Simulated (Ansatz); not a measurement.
## Strain and the gap of KI (rocksalt)

KI (rocksalt), relaxed with r2SCAN in the PAW code Ansatz. The symmetry is Fm-3m (No. 225, cubic); conventional cell a = 7.089 Å, 44.52 Å³ an atom. K has 6 I at 3.54 Å; I has 6 K at 3.54 Å.

The axes x, y and z are those of this cell:
```yaml
crystal:
  lattice:
    - [0.00000, 3.54429, 3.54429]
    - [3.54429, 0.00000, 3.54429]
    - [3.54429, 3.54429, 0.00000]
  atoms:
    - { symbol: K, position: [0.00000, 0.00000, 0.00000] }
    - { symbol: I, position: [0.50000, 0.50000, 0.50000] }
```

Unstrained: The PBE gap is direct at Γ: 3.944 eV. With r2SCAN the gap is 4.586 eV and direct, at Γ. With HSE06 the gap is 4.941 eV and direct, at Γ. Meshes: PBE 6×6×6, r2SCAN 6×6×6, HSE06 4×4×4. Strains are changes of length per length. After each strain the atoms were relaxed again with r2SCAN within the symmetry that the strain leaves, so tilts or polar shifts that break it weren't tested; points keep the names that they have in the unstrained zone. Spin-unpolarised throughout; all numbers are computed.

Changes of the least gap in eV (an overlap counts as a negative gap):

| strain | volume change (%) | space group | PBE | r2SCAN | HSE06 | energy rise, r2SCAN (meV/atom) |
| --- | --- | --- | --- | --- | --- | --- |
| biaxial +4.62 % in x and y, z held | +9.5 | I4/mmm | -0.199 | -0.218 | -0.219 | 16.0 |

Biaxial +4.62 % in x and y, z held. HSE06: the gap goes from 4.941 to 4.722 eV (-0.219 eV). Stress change with r2SCAN, compression positive: xx -1.11, yy -1.11, zz -0.30 GPa.

Spin-orbit coupling is left out, which matters wherever the heavy atoms make up the band edges.

The meshes of the hybrids are coarse, so their gaps aren't converged to the digits shown.
